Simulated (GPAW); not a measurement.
Runs of GPAW 26.7.0 on Ti. The structure is hexagonal, space group P6_3/mmc (No. 194). The conventional cell has a = 2.950 Å, b = 2.950 Å, c = 4.680 Å, α = 90.00°, β = 90.00°, γ = 120.00°. Around Ti (site symmetry -6m2) lie 12 Ti at 2.89 to 2.95 Å. 

```tsv
task	level	potentials or basis	cell	smearing	smearing order	k mesh for the DOS	dos width	optimizer	fmax	gap on the mesh (eV)	pressure (GPa)
density of states	PBEsol+D3(BJ)	PAW data sets generated in the run's folder for this functional, pw	as given	methfessel-paxton 0.1 eV	1	15 × 15 × 9	0.2 eV	-	-	none	-11.6
single point	PBE	GPAW PAW data sets (gpaw-data 1.2.1), pw	as given	gaussian 0.05 eV	-	-	-	-	-	none	(a)
density of states	PBEsol	PAW data sets generated in the run's folder for this functional, pw	as given	methfessel-paxton 0.2 eV	1	15 × 15 × 9	0.1 eV	-	-	none	-6.2
relaxation of cell and atoms	RPBE	the program's PAW data sets (release 1.2.1) made for this functional, pw	relaxed	methfessel-paxton 0.2 eV	1	-	-	FIRE	0.01 eV/Å	none	0.0
```

Alike in all rows: no spin polarisation; k mesh 10 × 10 × 6; cutoff (eV) 600.

**Question.** Fill in the values left out.

**Answer.** (a) -2.0.

Caveats: this smearing can pin the Fermi level at a band edge (some runs); pairwise dispersion overbinds metals, which lowers pressure and volume (some runs); later steps reuse the first step's grids (some runs).

A gap of «none» marks a metal or a gap under the smearing width.
